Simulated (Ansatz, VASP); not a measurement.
# Two plane-wave programs on PbS

File POSCAR:

```
PbS
1.0
    2.1126617058      1.2197458045      3.4519162518
   -2.1126617058      1.2197458045      3.4519162518
    0.0000000000     -2.4394916091      3.4519162518
Pb S
1 1
Direct
    0.9805657800      0.9805657800      0.9805657800
    0.4750355500      0.4750355500      0.4750355500
```

The input INCAR.step1:

```
SYSTEM = PbS
ALGO     = Normal         ! electronic algorithm
EDIFF    = 1E-4           ! SCF threshold, eV
ENCUT    = 520            ! plane-wave cutoff, eV
GGA      = PE             ! functional
ISMEAR   = -1             ! smearing method
LASPH    = .True.         ! aspherical terms in the spheres
LCHARG   = .False.        ! write CHGCAR
LREAL    = .False.        ! projectors in reciprocal space
LWAVE    = .True.         ! write WAVECAR
NBANDS   = 17             ! bands
NELM     = 60             ! most SCF steps
PREC     = Accurate       ! precision mode
SIGMA    = 0.05           ! smearing width, eV
```

File INCAR.step2:

```
SYSTEM = PbS
ALGO     = Normal         ! electronic algorithm
EDIFF    = 1E-7           ! SCF threshold, eV
ENCUT    = 520            ! plane-wave cutoff, eV
ISIF     = 2              ! what is computed and relaxed
ISMEAR   = -1             ! smearing method
ISTART   = 1            
LASPH    = .True.         ! aspherical terms in the spheres
LCHARG   = .False.        ! write CHGCAR
LMIXTAU  = .True.       
LREAL    = .False.        ! projectors in reciprocal space
LWAVE    = .False.        ! write WAVECAR
METAGGA  = R2SCAN         ! meta-GGA
NBANDS   = 17             ! bands
NELM     = 60             ! most SCF steps
PREC     = Accurate       ! precision mode
SIGMA    = 0.05           ! smearing width, eV
```

Contents of KPOINTS:

```
k-points
0
Gamma
  8 8 8
  0 0 0
```

input.yaml

```yaml
crystal:
  lattice:
    - [2.1126617058, 1.2197458045, 3.4519162518]
    - [-2.1126617058, 1.2197458045, 3.4519162518]
    - [0.0, -2.4394916091, 3.4519162518]
  atoms:
    - { symbol: Pb, position: [0.98056578, 0.98056578, 0.98056578] }
    - { symbol: S, position: [0.47503555, 0.47503555, 0.47503555] }
hamiltonian:
  xc: r2scan
  pseudopotentials: { kind: paw }
kpoints:
  mp_grid: { grid: [8, 8, 8] }
  band_path:
    path:
      - [[0.0, 0.0, 0.0], [0.5, 0.0, 0.0], [0.5, 0.2499056766, -0.2499056766]]
      - [[0.7500943234, 0.5, 0.2499056766], [0.5, 0.5, 0.5], [0.0, 0.0, 0.0], [0.3749528383, 0.0, -0.3749528383]]
      - [[0.6250471617, 0.3749528383, 0.0], [0.5, 0.5, 0.0], [0.6250471617, 0.6250471617, 0.2499056766], [0.5, 0.5, 0.5]]
      - [[0.5, 0.0, 0.0], [0.7500943234, 0.3749528383, 0.3749528383]]
    npoints: 14
scf:
  occupations: { method: fermi_dirac, width: 0.05 }
  n_extra_bands: 6
output:
  forces: true
  stress: true
  eigenvalues: true
  fatbands: false
```

The cell is a database's computed one.

Alike in both runs: functional r2SCAN; k mesh 8 × 8 × 8; occupations fermi-dirac, width 0.05 eV; no spin polarisation.

```csv
,VASP,Ansatz
version,VASP 6.6.1,Ansatz 0.2.0
potentials or method,"VASP PAW PBE potentials, release 64 (Pb_d, S)",Ansatz PAW
plane-wave cutoff (eV),520,500
valence electrons in the cell,20,20
task,single point,band structure
```

```csv
,VASP,Ansatz,Ansatz less VASP
gap on the k mesh at the Fermi level (eV),0.72,0.71,-0.010
least direct gap on the mesh (eV),0.72,0.71,-0.010
pressure (GPa),0.0,0.0,+0.02
rms of the force components (eV/Å),0.007,0.006,-0.0015
```

Atom by atom the forces differ by 0.001 eV/Å (rms over components). With one functional, cell and mesh, what is left measures potentials, basis and numerics.

Caveats: spin-orbit coupling is left out, which as a rule narrows the gap of such compounds by several tenths of an eV; the PAW data sets were made with another functional, which shifts forces and pressure a little (VASP); the PAW data sets come from PBE, with cores solved anew for the run's functional, which leaves a small shift of forces and pressure (Ansatz). A k mesh can miss the band edges.
